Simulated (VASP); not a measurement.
The system is BaTiO3.

```
Ba Ti O
1.0
     4.00600    0.00000    0.00000
     0.00000    4.00600    0.00000
     0.00000    0.00000    4.00600
Ba Ti O
1 1 3
Direct
  0.50000 0.50000 0.50000
  0.00000 0.00000 0.00000
  0.50000 0.00000 0.00000
  0.00000 0.50000 0.00000
  0.00000 0.00000 0.50000
```

* Program: VASP 6.6.1
* Task: relaxation of cell and atoms
* Functional: PBE
* Potentials or basis: VASP PAW PBE potentials, release 64 (Ba_sv, Ti_sv, O)
* Cutoff: 600 eV
* k mesh: 8 × 8 × 8
* Occupations: gaussian, width 0.03 eV
* Spin: no spin polarisation

At the start: pressure 3.3 GPa; volume 12.86 Å³/atom.

Question: How do energy, volume and symmetry change on relaxing?

Answer: Over 3 steps the energy falls by 2.5 meV/atom and the volume is 13.11 Å³/atom (+2.0 %); space group Pm-3m (No. 221, to 0.05 Å).

The path:
```
step  energy change (eV)  largest force (eV/Å)  pressure (GPa)  volume (Å³)
   1              0.0000                0.0000            3.27        64.29
   2             -0.0016                0.0000           -2.84        66.76
   3             -0.0125                0.0000            0.00        65.55
```

Final structure:
```
Ba Ti O
1.0
     4.03195    0.00000    0.00000
     0.00000    4.03195    0.00000
     0.00000    0.00000    4.03195
Ba Ti O
1 1 3
Cartesian
  2.0160 2.0160 2.0160
  0.0000 0.0000 0.0000
  2.0160 0.0000 0.0000
  0.0000 2.0160 0.0000
  0.0000 0.0000 2.0160
```
